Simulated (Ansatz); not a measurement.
The system is TePb.

```
CELL_PARAMETERS angstrom
4.00229 0.00000 0.00000
0.00000 4.00229 0.00000
0.00000 0.00000 4.00229
ATOMIC_POSITIONS crystal
Pb 0.00000 0.00000 0.00000
Te 0.50000 0.50000 0.50000
```

Measurements of this composition are mostly on another form, of space group No. 225.

| Item | Value |
| --- | --- |
| Program | Ansatz 0.2.0 |
| Task | relaxation of cell and atoms |
| Functional | PBEsol |
| Dispersion | D3(BJ) |
| Potentials or basis | all-electron LAPW, scalar-relativistic |
| Basis error allowed | 0.001 eV/atom |
| k mesh | 7 × 7 × 7 |
| Occupations | fermi-dirac, width 0.05 eV |
| Spin | no spin polarisation |

At the start: volume 32.05 Å³/atom.

Q: How do energy, volume and symmetry change on relaxing?

A: Over 5 steps the energy falls by 61.5 meV/atom and the volume is 28.32 Å³/atom (-11.7 %); space group Pm-3m (No. 221, to 0.05 Å).

The path:
| step | energy change (eV) | largest force (eV/Å) | volume (Å³) |
| --- | --- | --- | --- |
| 1 | 0.0000 | 0.0000 | 64.11 |
| 2 | -0.1218 | 0.0000 | 57.35 |
| 3 | -0.1230 | 0.0000 | 56.45 |
| 4 | -0.1231 | 0.0000 | 56.64 |
| 5 | -0.1231 | 0.0000 | 56.64 |

Final structure:
```yaml
crystal:
  lattice:
    - [3.84039, 0.00000, 0.00000]
    - [0.00000, 3.84039, 0.00000]
    - [0.00000, 0.00000, 3.84039]
  atoms:
    - { symbol: Pb, position: [0.00000, 0.00000, 0.00000] }
    - { symbol: Te, position: [0.50000, 0.50000, 0.50000] }
```
